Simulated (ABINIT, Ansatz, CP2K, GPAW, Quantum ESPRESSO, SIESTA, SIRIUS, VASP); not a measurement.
**One calculation of Ru, 8 ways**

```
CELL_PARAMETERS angstrom
2.70580 0.00000 0.00000
-1.35290 2.34329 0.00000
0.00000 0.00000 4.28190
ATOMIC_POSITIONS crystal
Ru 0.66667 0.33333 0.75000
Ru 0.33333 0.66667 0.25000
```

Alike in all runs: task single point; functional PBEsol; k mesh 11 × 11 × 6; occupations fermi-dirac, width 0.05 eV; no spin polarisation; no spin-orbit coupling. Pressure is positive in compression and, in plane waves, holds the error of the finite cutoff.

```csv
program and potentials,plane-wave cutoff (eV),notes,pressure (GPa)
"ABINIT, PseudoDojo NC SR PBEsol v0.4.1 standard",1143,16 valence electrons an atom on average,?
"CP2K, POTENTIAL_UZH Ru GTH-PBE-q16; TZVP-MOLOPT-PBE-GTH basis",-,atomic basis; potentials made for PBE; 16 valence electrons an atom on average,-2.80
"GPAW, PAW data sets generated for this functional",600,16 valence electrons an atom on average,-6.96
"VASP, PBE PAW files Ru_pv, 520 eV",520,potentials made for PBE; 14 valence electrons an atom on average,-6.31
"SIRIUS, PseudoDojo 0.4.1 PBEsol standard (scalar relativistic)",1152,16 valence electrons an atom on average,-5.70
"Quantum ESPRESSO, GBRV 1.5 PBEsol",612,16 valence electrons an atom on average,-6.72
"Ansatz, all-electron LAPW, scalar-relativistic",-,-,-6.23
"SIESTA, files PseudoDojo sr-pbesol-0.4.1-standard, DZP (energy shift 0.003 Ry; two zetas on semicore shells)",-,atomic basis; 16 valence electrons an atom on average,-2.54
```

Estimate from the other rows what the run with ABINIT, PseudoDojo NC SR PBEsol v0.4.1 standard gave.

Pressure -5.72 GPa. The other rows, which needn't bracket it: pressure -6.96 to -2.54.
